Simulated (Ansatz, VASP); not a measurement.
# Cross-check of SnO2 (SnO2 (P4_2/mnm)) between VASP and Ansatz, part 2 of 3

One calculation is typed for both programs; each brings its own data sets. How far apart do they land? Of the first pair: The structure shown is the start of the Ansatz relaxation below; VASP solves that cell, so the two are compared at the walk's first step.

VASP 6.6.1 and Ansatz 0.2.0.

So far: Set-up; Ansatz: relaxation, r2SCAN.

### 3. VASP: single point, r2SCAN, start cell, pair 1

Level of this step: r2SCAN; plane waves and PAW (Sn_d, O) (VASP).

The same cell, functional, mesh and smearing now go to VASP, with its own data sets.

Lines of VASP's logs that name or quote its potential files are left out, and so is its time.

File INCAR:

```
SYSTEM = SnO2
PREC = Accurate
ENCUT = 580
EDIFF = 1E-06
NELM = 120
ISMEAR = -1
SIGMA = 0.01
LREAL = Auto
ALGO = Normal
METAGGA = R2SCAN
LASPH = .TRUE.
NBANDS = 368
LORBIT = 11
LWAVE = .FALSE.
LCHARG = .FALSE.
ISIF = 2
ISYM = 0
GGA_COMPAT = .FALSE.
EFERMI = MIDGAP
LMIXTAU = .TRUE.
NCORE = 2
```

File POSCAR:

```
SnO2
1.0
    9.3727705270      0.0000000000      0.0000000000
    0.0000000000      9.3727705270      0.0000000000
    0.0000000000      0.0000000000      9.4580137286
Sn O
24 48
Direct
    0.2459448883      0.2511984043      0.1593191809
    0.0015386059      0.0022903580      0.0080043233
    0.2514826319      0.2522181668      0.5080345766
    0.9936181090      0.9973965009      0.3383224102
    0.2568334510      0.2503823169      0.8282793010
    0.0063018720      0.9961949351      0.6709475353
    0.2474492460      0.7546553049      0.1732902961
    0.0049909469      0.4962930637      0.0057956143
    0.2510704805      0.7469332552      0.4921779703
    0.0036249687      0.5052348168      0.3389662028
    0.2570850308      0.7474638347      0.8293418920
    0.9919290673      0.4979104083      0.6648539726
    0.7521564707      0.2573394914      0.1629148619
    0.4915968002      0.0005366610      0.0013838001
    0.7531550015      0.2518992643      0.4923693424
    0.5023289524      0.9917886606      0.3333897677
    0.7494649506      0.2414818536      0.8332473632
    0.5051856318      0.0003389606      0.6733766923
    0.7430665223      0.7543925224      0.1643459234
    0.5027324617      0.4919187968      0.0002794456
    0.7467484646      0.7529817336      0.4927590648
    0.5063377991      0.4946794533      0.3312600394
    0.7434106041      0.7476696437      0.8284783914
    0.5068702991      0.4950790150      0.6654795796
    0.0928672048      0.3960550394      0.1694165441
    0.4028866373      0.0944916978      0.1585909096
    0.1450392919      0.1501746998      0.9985594227
    0.3514096489      0.3481664243      0.0071710617
    0.1039137784      0.3981746901      0.4984525436
    0.3987864623      0.1022111869      0.5052885455
    0.1541188911      0.1552244340      0.3252545501
    0.3417241456      0.3514169039      0.3283332092
    0.1029976139      0.4089670166      0.8322140595
    0.3996824620      0.0921881100      0.8394906402
    0.1515175258      0.1458503647      0.6622315403
    0.3416182004      0.3496413350      0.6726744307
    0.1025148324      0.9057489432      0.1725327375
    0.3957401912      0.5939382581      0.1633781727
    0.1476713845      0.6596617278      0.0000474730
    0.3530684967      0.8489526098      0.9943357029
    0.1007973040      0.9076974599      0.5059717756
    0.4051236493      0.5918265025      0.4936423370
    0.1500306655      0.6606327320      0.3356591660
    0.3495335761      0.8425827750      0.3265530257
    0.0969921324      0.9114886549      0.8327837352
    0.4037163813      0.5886058966      0.8344867354
    0.1566104703      0.6570332627      0.6731732669
    0.3510479629      0.8411238680      0.6712969744
    0.5982274914      0.4108214310      0.1697675692
    0.9083204348      0.1020545630      0.1623494154
    0.6595995263      0.1542675131      0.0051721219
    0.8422001773      0.3538363593      0.9982289093
    0.6035904735      0.4007040383      0.5049204978
    0.8958863311      0.0924091759      0.5011361937
    0.6488625730      0.1499592886      0.3265468933
    0.8390050708      0.3460750469      0.3306075768
    0.5910878735      0.4045977642      0.8274777585
    0.8991100311      0.1034596971      0.8373688416
    0.6588914113      0.1473895041      0.6692220144
    0.8489052385      0.3427083796      0.6737205277
    0.5972114631      0.8944833308      0.1675377141
    0.9064928001      0.5892680274      0.1671373129
    0.6593489067      0.6509938531      0.0052689710
    0.8405984098      0.8526280439      0.0003855989
    0.5950805030      0.9085870582      0.4939297123
    0.9052246585      0.5891008410      0.4978006096
    0.6466593824      0.6521873103      0.3276927999
    0.8502719636      0.8408844511      0.3284199081
    0.6034253142      0.8993350446      0.8290465868
    0.9002745747      0.5891187653      0.8350537678
    0.6511804575      0.6468066174      0.6722410416
    0.8457330708      0.8545291893      0.6628394904
```

File KPOINTS:

```
Points of the shifted mesh
1
Reciprocal
 0.2500000000  0.2500000000  0.2500000000 1
```

The projector-augmented-wave data sets are Sn_d and O (PBE family, release 64).

The run is started by

```console
> mpirun -np 8 vasp_std
```

Numbers of over 12 decimals in the logs are rounded to 6 here.

Log:

```text
[banner, memory and clock lines left out]
running    8 mpi-ranks, on    1 nodes
[...]
|                                                                             |
|               ----> ADVICE to this user running VASP <----                  |
|                                                                             |
|     You enforced a specific xc type in the INCAR file but a different       |
|     [... a line on the potential file left out ...]
|     I HOPE YOU KNOW WHAT YOU ARE DOING!                                     |
|                                                                             |

 LDA part: xc-table for (None), standard interpolation
 POSCAR, INCAR and KPOINTS ok, starting setup
[...]
entering main loop
       N       E                     dE             d eps       ncg     rms          rms(c)
DAV:   1     0.146389092810E+05    0.14639E+05   -0.24897E+05   736   0.300E+03
DAV:   2     0.270523824843E+04   -0.11934E+05   -0.11397E+05   736   0.948E+02
DAV:   3    -0.743073710298E+03   -0.34483E+04   -0.32449E+04   768   0.380E+02
DAV:   4    -0.121097384579E+04   -0.46790E+03   -0.45795E+03   848   0.148E+02
[...]
DAV:  23    -0.100886863657E+04   -0.27858E-05   -0.17472E-06   472   0.464E-03    0.173E-03
DAV:  24    -0.100886863792E+04   -0.13518E-05   -0.11306E-06   440   0.422E-03    0.648E-04
DAV:  25    -0.100886863799E+04   -0.66590E-07   -0.59782E-07   392   0.310E-03
   1 F= -.10088686E+04 E0= -.10088686E+04  d E =0.000000E+00
```

OUTCAR, selected parts (step 3):

```text
 POSITION                                       TOTAL-FORCE (eV/Angst)
 -----------------------------------------------------------------------------------
      2.30519      2.35443      1.50684         0.464500     -1.096902      2.105321
      0.01442      0.02147      0.07570        -1.091474     -1.754093     -2.463280
      2.35709      2.36398      4.80500         0.008233     -0.898545     -3.758552
      9.31295      9.34837      3.19986         1.768540      1.746819     -0.846413
      2.40724      2.34678      7.83388        -2.540989     -0.374683      2.644462
      0.05907      9.33711      6.34583        -2.167568      1.091901      0.086323
      2.31928      7.07321      1.63898         0.582998     -1.709379     -4.561219
      0.04678      4.65164      0.05481        -0.245978      0.581971     -1.953776
      2.35323      7.00083      4.65503         0.691423      0.637868      3.805232
      0.03398      4.73545      3.20595         0.196446     -2.134867     -2.517673
      2.40960      7.00581      7.84393        -1.095020     -0.016807      2.637760
      9.29712      4.66680      6.28820         2.155932      0.164633      2.026171
      7.04979      2.41198      1.54085         0.034106     -1.035920      0.275747
      4.60762      0.00503      0.01309         3.399391     -0.306485     -0.013757
[...]
-----------------------------------------------------------------------------------
    total drift:                                0.000981     -0.008547     -0.018985

  FREE ENERGIE OF THE ION-ELECTRON SYSTEM (eV)
  ---------------------------------------------------
  free  energy   TOTEN  =     -1008.8686379909 eV

  energy  without entropy=    -1008.8686379909  energy(sigma->0) =    -1008.86863799
```

The run ends at a pressure of 14.85 GPa, with forces up to 4.9 eV/Å.

### 4. Differences

Known differences besides the potentials themselves: VASP keeps PBE cores, Ansatz makes them for the functional; the cutoff is 500 eV in Ansatz and 580 eV in VASP (PREC = Accurate, projectors in real space). Total energies have different zeros and are not compared.

Forces on 10 of the 72 atoms, those with the largest forces and the largest differences (eV/Å; atoms numbered as in POSCAR):

```csv
atom,"Ansatz x, y, z","VASP x, y, z"
Sn3,"0.011, -0.889, -3.677","0.008, -0.899, -3.759"
Sn5,"-2.483, -0.334, 2.555","-2.541, -0.375, 2.644"
Sn7,"0.564, -1.675, -4.452","0.583, -1.709, -4.561"
Sn9,"0.668, 0.599, 3.720","0.691, 0.638, 3.805"
Sn14,"3.237, -0.291, 0.008","3.399, -0.306, -0.014"
Sn16,"-1.428, 2.703, -1.313","-1.506, 2.761, -1.357"
Sn19,"2.740, -2.098, -0.752","2.835, -2.171, -0.714"
Sn23,"2.825, -0.589, 1.914","2.921, -0.614, 1.962"
O45,"1.206, -1.491, 1.495","1.292, -1.577, 1.570"
O57,"1.884, -2.255, 1.387","1.978, -2.364, 1.440"
```

The forces differ by 51 meV/Å r.m.s., which is 3.7 % of the r.m.s. force of 1.366 eV/Å (both taken over all components).

### 5. Ansatz: relaxation, r2SCAN

This run makes the geometry at which the two programs are then compared.

The structure compared here is the end of the Ansatz relaxation.

File input.yaml:

```yaml
crystal:
  lattice:
    - [9.372770527, 0.0, 0.0]
    - [0.0, 9.372770527, 0.0]
    - [0.0, 0.0, 9.4580137286]
  atoms:
    - { symbol: Sn, position: [0.25, 0.25, 0.1666666667] }
    - { symbol: Sn, position: [0.0, 0.0, 0.0] }
    - { symbol: O, position: [0.0970286166, 0.4029713834, 0.1666666667] }
    - { symbol: O, position: [0.4029713834, 0.0970286166, 0.1666666667] }
    - { symbol: O, position: [0.1529713834, 0.1529713834, 0.0] }
    - { symbol: O, position: [0.3470286166, 0.3470286166, 0.0] }
    - { symbol: Sn, position: [0.25, 0.25, 0.5] }
    - { symbol: Sn, position: [0.0, 0.0, 0.3333333333] }
    - { symbol: O, position: [0.0970286166, 0.4029713834, 0.5] }
    - { symbol: O, position: [0.4029713834, 0.0970286166, 0.5] }
    - { symbol: O, position: [0.1529713834, 0.1529713834, 0.3333333333] }
    - { symbol: O, position: [0.3470286166, 0.3470286166, 0.3333333333] }
    - { symbol: Sn, position: [0.25, 0.25, 0.8333333333] }
    - { symbol: Sn, position: [0.0, 0.0, 0.6666666667] }
    - { symbol: O, position: [0.0970286166, 0.4029713834, 0.8333333333] }
    - { symbol: O, position: [0.4029713834, 0.0970286166, 0.8333333333] }
    - { symbol: O, position: [0.1529713834, 0.1529713834, 0.6666666667] }
    - { symbol: O, position: [0.3470286166, 0.3470286166, 0.6666666667] }
    - { symbol: Sn, position: [0.25, 0.75, 0.1666666667] }
    - { symbol: Sn, position: [0.0, 0.5, 0.0] }
    - { symbol: O, position: [0.0970286166, 0.9029713834, 0.1666666667] }
    - { symbol: O, position: [0.4029713834, 0.5970286166, 0.1666666667] }
    - { symbol: O, position: [0.1529713834, 0.6529713834, 0.0] }
    - { symbol: O, position: [0.3470286166, 0.8470286166, 0.0] }
    - { symbol: Sn, position: [0.25, 0.75, 0.5] }
    - { symbol: Sn, position: [0.0, 0.5, 0.3333333333] }
    - { symbol: O, position: [0.0970286166, 0.9029713834, 0.5] }
    - { symbol: O, position: [0.4029713834, 0.5970286166, 0.5] }
    - { symbol: O, position: [0.1529713834, 0.6529713834, 0.3333333333] }
    - { symbol: O, position: [0.3470286166, 0.8470286166, 0.3333333333] }
    - { symbol: Sn, position: [0.25, 0.75, 0.8333333333] }
    - { symbol: Sn, position: [0.0, 0.5, 0.6666666667] }
    - { symbol: O, position: [0.0970286166, 0.9029713834, 0.8333333333] }
    - { symbol: O, position: [0.4029713834, 0.5970286166, 0.8333333333] }
    - { symbol: O, position: [0.1529713834, 0.6529713834, 0.6666666667] }
    - { symbol: O, position: [0.3470286166, 0.8470286166, 0.6666666667] }
    - { symbol: Sn, position: [0.75, 0.25, 0.1666666667] }
    - { symbol: Sn, position: [0.5, 0.0, 0.0] }
    - { symbol: O, position: [0.5970286166, 0.4029713834, 0.1666666667] }
    - { symbol: O, position: [0.9029713834, 0.0970286166, 0.1666666667] }
    - { symbol: O, position: [0.6529713834, 0.1529713834, 0.0] }
    - { symbol: O, position: [0.8470286166, 0.3470286166, 0.0] }
    - { symbol: Sn, position: [0.75, 0.25, 0.5] }
    - { symbol: Sn, position: [0.5, 0.0, 0.3333333333] }
    - { symbol: O, position: [0.5970286166, 0.4029713834, 0.5] }
    - { symbol: O, position: [0.9029713834, 0.0970286166, 0.5] }
    - { symbol: O, position: [0.6529713834, 0.1529713834, 0.3333333333] }
    - { symbol: O, position: [0.8470286166, 0.3470286166, 0.3333333333] }
    - { symbol: Sn, position: [0.75, 0.25, 0.8333333333] }
    - { symbol: Sn, position: [0.5, 0.0, 0.6666666667] }
    - { symbol: O, position: [0.5970286166, 0.4029713834, 0.8333333333] }
    - { symbol: O, position: [0.9029713834, 0.0970286166, 0.8333333333] }
    - { symbol: O, position: [0.6529713834, 0.1529713834, 0.6666666667] }
    - { symbol: O, position: [0.8470286166, 0.3470286166, 0.6666666667] }
    - { symbol: Sn, position: [0.75, 0.75, 0.1666666667] }
    - { symbol: Sn, position: [0.5, 0.5, 0.0] }
    - { symbol: O, position: [0.5970286166, 0.9029713834, 0.1666666667] }
    - { symbol: O, position: [0.9029713834, 0.5970286166, 0.1666666667] }
    - { symbol: O, position: [0.6529713834, 0.6529713834, 0.0] }
    - { symbol: O, position: [0.8470286166, 0.8470286166, 0.0] }
    - { symbol: Sn, position: [0.75, 0.75, 0.5] }
    - { symbol: Sn, position: [0.5, 0.5, 0.3333333333] }
    - { symbol: O, position: [0.5970286166, 0.9029713834, 0.5] }
    - { symbol: O, position: [0.9029713834, 0.5970286166, 0.5] }
    - { symbol: O, position: [0.6529713834, 0.6529713834, 0.3333333333] }
    - { symbol: O, position: [0.8470286166, 0.8470286166, 0.3333333333] }
    - { symbol: Sn, position: [0.75, 0.75, 0.8333333333] }
    - { symbol: Sn, position: [0.5, 0.5, 0.6666666667] }
    - { symbol: O, position: [0.5970286166, 0.9029713834, 0.8333333333] }
    - { symbol: O, position: [0.9029713834, 0.5970286166, 0.8333333333] }
    - { symbol: O, position: [0.6529713834, 0.6529713834, 0.6666666667] }
    - { symbol: O, position: [0.8470286166, 0.8470286166, 0.6666666667] }
basis:
  ecutwfc: 500
  xc_grid: 2
hamiltonian:
  xc: r2scan
  pseudopotentials: { kind: paw, azcp: { folder: soft_1 } }
kpoints:
  mp_grid: { grid: [1, 1, 1], shift: [0.25, 0.25, 0.25] }
scf:
  occupations: { method: fermi_dirac, width: 0.01 }
  max_iter: 80
output:
  forces: true
relax:
  f_tol: 0.01
  max_steps: 120
  random_displacement: { amplitude: 0.08, seed: 2420 }
checkpoint:
  write: "../pristine.rattled.run"
  compress: false
  write_wavefunctions: false
  write_every: 100000
```

The run is started by

```console
> ansatz run input.yaml --threads 4 --pin off --max-ram 15073MiB --backend cpu --events-out ev --progress --plain --runs-dir out
```

Log:

```text
[...]
Crystal: 72 atoms, lattice volume = 830.875 Å³
Basis set: ecut = 500 eV, 21079 PW (Γ), exchange–correlation on 144×144×144 points (8 copies of the dense FFT grid, shifted against one another)
Bands: 384, of which v1, the nominal top of the filled ones, is band 312 counted from 1 (311 counted from 0)
Symmetry: 1 space group operations
k-points: 1
[...]
SCF iter   1: F=—  HF=-172228.863448 eV  |F-HF|=—  |Δ(HF+E_count)|=         —  Δρ=9.00e-2  dr2=5.47e1  dr2_τ=7.31e0  ethr=3.10e-3  ⟨swp⟩=5.0  Hψ=1380  notcnv=0  defer=49
[...]
- { symbol: Sn, position: [0.250144, 0.749392, 0.166558] }
    - { symbol: Sn, position: [0.000115479, 0.499403, -0.000111947] }
[...]
- { symbol: Sn, position: [0.750127, 0.749398, 0.499886] }
    - { symbol: Sn, position: [0.500134, 0.499392, 0.333223] }
[...]
- { symbol: Sn, position: [0.750133, 0.749408, 0.833222] }
    - { symbol: Sn, position: [0.500150, 0.499383, 0.666560] }
    - { symbol: O, position: [0.597752, 0.902007, 0.833230] }
    - { symbol: O, position: [0.902523, 0.596817, 0.833220] }
    - { symbol: O, position: [0.652493, 0.651958, 0.666572] }
    - { symbol: O, position: [0.847781, 0.846828, 0.666541] }
```

[end of part 2 of 3]

[Lines on the potential files, build, host, timing and source positions are cut from VASP's logs without a mark.]

[Logs are printed without paths, hosts, clocks, repeated set-up lines and the standing remarks that a program may print on its own settings, such as how far it seeks lower states.]

[Hosts, paths, dates, database ids (printed as entryN), source tags and the programs' standing remarks are cut or masked in the printed files.]
